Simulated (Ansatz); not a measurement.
Consider CoCl3 (honeycomb trihalide sheet).

The cell holds 8 atoms: 2 Co and 6 Cl. Its edges and angles: a = 5.691 Å, b = 5.691 Å, c = 29.299 Å, α = 90.0°, β = 90.0°, γ = 120.0°. Vacuum lies along c.

```xyz
8
Lattice="4.6466 -2.3233 2.3233 -2.3233 -2.3233 -4.6466 16.9159 16.9159 -16.9159" Properties=species:S:1:pos:R:3
Co    5.4125    3.0892   -7.7359
Co    7.7359    3.0892   -5.4125
Cl    7.7906    5.3006   -5.3006
Cl    5.3006    5.3006   -7.7906
Cl    7.6239    3.1439   -7.6239
Cl    7.6812    3.2012   -3.2012
Cl    3.2012    3.2012   -7.6812
Cl    5.5245    3.0345   -5.5245
```

The structure was relaxed with PBEsol. The structure was generated from a model, not taken from a measurement. The runs that relaxed it are not among those shown. The program's search for lower electronic states was switched off, so nothing shows that the state found is the lowest. PAW set soft_2, made with PBE.

A constrained-RPA run (Ansatz 0.2.0; non-magnetic PBEsol; Co eg, bands c1 to c4, 6×6×1 mesh, medium accuracy) builds 4 functions on bands 0.41 eV wide, with 0.0 electrons in the window. The bare on-site interaction is 13.4 eV and the bare J 0.58 eV.

Estimate U, U′ and J.

On the Co eg shell, U = 2.81 eV (21 % of the bare value), U′ = 2.13 eV, J = 0.34 eV.

The parent state is non-magnetic and the interaction static (zero frequency); U depends on the window and the orbitals, so it belongs to this model alone.

[Paths, hosts, dates, memory and timing lines, banners, echoed tables and standing remarks are left out of the program output.]

[Logs are printed without paths, hosts, clocks, repeated set-up lines and the standing remarks that a program may print on its own settings, such as how far it seeks lower states.]

[Runs of the session that timed out or met a known fault of the program may be left out.]

[Hosts, paths, dates, database ids (printed as entryN), source tags and the programs' standing remarks are cut or masked in the printed files.]
